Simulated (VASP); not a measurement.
Input of a VASP 6.6.1 run:

INCAR

```
SYSTEM = ZnO
PREC = Accurate ; ENCUT = 600
EDIFF = 1E-7 ; ISMEAR = 0
SIGMA = 0.03 ; LREAL = .FALSE.
LASPH = .TRUE. ; NELM = 80
ALGO = Fast ; ISIF = 4
LWAVE = .FALSE. ; LCHARG = .FALSE.
GGA = PS ; IBRION = 2
NSW = 40 ; EDIFFG = -0.01
```

Contents of KPOINTS:

```
regular mesh
0
G
  9 9 5
  0 0 0
```

The input POSCAR:

```
ZnO                                     
1.0
    3.2581969373      0.0000000000      0.0000000000
   -1.6290984686      2.8216813182      0.0000000000
    0.0000000000      0.0000000000      5.2584587669
  Zn              O             
     2     2
Direct
     0.3333333332999970    0.6666666667000030    0.4999835655487185
     0.6666666667000030    0.3333333332999970    0.9999835655487185
     0.6666666667000030    0.3333333332999970    0.3790264344512824
     0.3333333332999970    0.6666666667000030    0.8790264344512825
```

Potentials or basis: VASP PAW PBE potentials, release 64 (Zn, O).

The run is started by

```sh
$ cat potpaw_PBE.64/Zn/POTCAR potpaw_PBE.64/O/POTCAR > POTCAR
$ mpirun -np 1 vasp_std > vasp.out
```

Q: Predict the band gap on the k mesh.

A: 0.65 eV, direct.

Final structure:
```
Zn O
1.0
     3.25820    0.00000    0.00000
    -1.62910    2.82168    0.00000
     0.00000    0.00000    5.25846
Zn O
2 2
Direct
  0.33333 0.66667 0.49998
  0.66667 0.33333 0.99998
  0.66667 0.33333 0.37903
  0.33333 0.66667 0.87903
```

Caveat: the relaxation stopped at its first step, so nothing moved.
